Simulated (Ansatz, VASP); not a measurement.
# One calculation of HfO2, two programs

```
CELL_PARAMETERS angstrom
-0.06654 2.46664 2.46664
2.46664 -0.06654 2.46664
2.46664 2.46664 -0.06654
ATOMIC_POSITIONS crystal
Hf 0.00000 0.00000 0.00000
O 0.25000 0.25000 0.25000
O 0.75000 0.75000 0.75000
```

Alike in both runs: task single point; functional PBEsol; k mesh 8 × 8 × 8; occupations gaussian, width 0.05 eV; no spin polarisation.

|  | VASP | Ansatz |
| --- | --- | --- |
| version | VASP 6.6.1 | Ansatz 0.2.0 |
| potentials or method | VASP PAW PBE potentials, release 64 (Hf_pv, O) | scalar-relativistic, plane waves, PAW |
| plane-wave cutoff (eV) | 520 | 520 |
| valence electrons in the cell | 22 | 38 |

```tsv
	VASP	Ansatz	Ansatz less VASP
gap on the k mesh at the Fermi level (eV)	3.80	3.77	-0.030
least direct gap on the mesh (eV)	3.80	3.77	-0.030
pressure (GPa)	4.2	8.2	+4.02
largest component of the traceless stress (GPa)	3.46	3.56	+0.103
rms of the force components (eV/Å)	0.226	0.238	+0.0126
```

Atom by atom the forces differ by 0.013 eV/Å (rms over components). One of these differences is far larger than is usual between the two programs; its cause wasn't traced. With one functional, cell and mesh, what is left measures potentials, basis and numerics. The two sets of potentials don't hold the same shells in valence. Ansatz warned: «pseudo_functional_mismatch».

Caveats: the PAW data sets were made with another functional, which shifts forces and pressure a little (VASP); spin-orbit coupling is left out, which moves the levels of the heavy elements. A k mesh can miss the band edges.
